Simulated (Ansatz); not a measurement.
Runs of Ansatz 0.2.0 on Re. It takes space group P6_3/mmc (No. 194, hexagonal). The conventional cell has a = 2.761 Å, b = 2.761 Å, c = 4.458 Å, α = 90.00°, β = 90.00°, γ = 120.00°. Around Re (site symmetry -6m2) lie 12 Re at 2.74 to 2.76 Å. 

```csv
task,level,potentials or basis,spin,cell,k mesh,cutoff (eV),points for each segment of the path,atoms under strain,gap on the mesh (eV),pressure (GPa),V0 of scaled cells (Å³/atom),relaxed volume (Å³/atom),B0 (GPa)
band structure,BPBE,Ansatz PAW,off,as given,11 × 11 × 6,420,14,-,none,5.9,-,-,-
elastic constants,r2SCAN,Ansatz PAW,off,as given,9 × 9 × 5,500,-,clamped,none,(a),-,-,-
equation of state,RPBE+D4,Ansatz PAW,off,as given,11 × 11 × 6,420,-,-,-,-,(c),-,383
equation of state,PBEsol,PseudoDojo PBEsol stringent,off,as given,11 × 11 × 6,980,-,-,-,-,14.55,-,(b)
equation of state,PBEsol,Ansatz PAW,"SOC, no magnetisation",as given,11 × 11 × 6,420,-,-,-,-,14.58,-,385
relaxation of cell and atoms,r2SCAN+D3(BJ),Ansatz PAW,off,relaxed,11 × 11 × 6,500,-,-,-,0.0,-,14.57,-
relaxation of cell and atoms,BLYP,Ansatz PAW,off,relaxed,11 × 11 × 6,420,-,-,-,0.0,-,15.53,-
```

Alike in all rows: smearing fermi-dirac 0.05 eV.

Task: Estimate the missing entries.

Result: (a) -0.3; (b) 389; (c) 14.60.

Caveats: the PAW data sets come from PBE, with cores solved anew for the run's functional, which leaves a small shift of forces and pressure (some runs); the cell was scaled at fixed shape and fractional positions, which overstates the stiffness of a crystal with free parameters, most of all of layers and chains (some runs); the plane-wave basis is chosen anew once the cell has moved, so the energies of steps on either side of that aren't comparable (some runs); spin-orbit coupling is left out, which moves the levels of the heavy elements (some runs); elastic constants of metals need much finer meshes, so these are rough (some runs); the potentials were made for another functional, which shifts forces and pressure (some runs); the dispersion damping was fitted for another functional or another form of the correction (some runs).

A k mesh can miss the band edges, and rows without SOC leave out spin-orbit coupling on Re.

A gap of «none» marks a metal or a gap under the smearing width.

Runs at the PBE level aren't shown here.
